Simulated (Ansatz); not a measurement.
# SrTiO₃: strain energy, fitted

SrTiO₃, Pm-3m, a = 3.947 Å. The structure is a Materials Project entry; whether it is the stable form wasn't checked. Ansatz: PBE+U, PAW, 420 eV, Γ-centred 8×8×8 mesh on 5 atoms, Gaussian smearing 0.02 eV; U_eff Ti 4.00 eV; no spin polarisation. Series: strain along c alone, the other axes held, atoms fixed by symmetry; x is the strain in per cent. y is the free energy over the unstrained cell, V0 = 12.299 Å³/atom.

```tsv
x (%)	y (meV/atom)
-4.5	?
-3.0	11.85
-1.5	2.81
0.0	0.00
1.5	2.48
3.0	9.52
4.5	20.37
```

Problem. Fit y = c2 x² + c3 x³ to the other rows, turn c2 into a modulus, and predict the missing energy.

Solution. Least squares on the rows shown. y = 1.1902 x² − 0.041302 x³. In eV per unit strain² c2 is 11.90; this is C33 with relaxed ions (E = ½ C33 V0 ε²): 2 × 11.90 × 160.2 / (12.299) = 310 GPa. At x = -4.5 the fit asked for gives 27.87 meV/atom. The run gave 28.23 meV/atom, so the fit is 0.36 meV/atom too low, 1.3 % of the span of the series, against an rms of 0.05 meV/atom on the fitted rows. The row lies outside the fitted range. With a term in x⁴ added, a fit to the same known rows predicts 28.26 meV/atom, so most of the miss is curvature that the known rows already hold.

Symmetry holds off the tilts and polar distortions that many cubic perovskites undergo.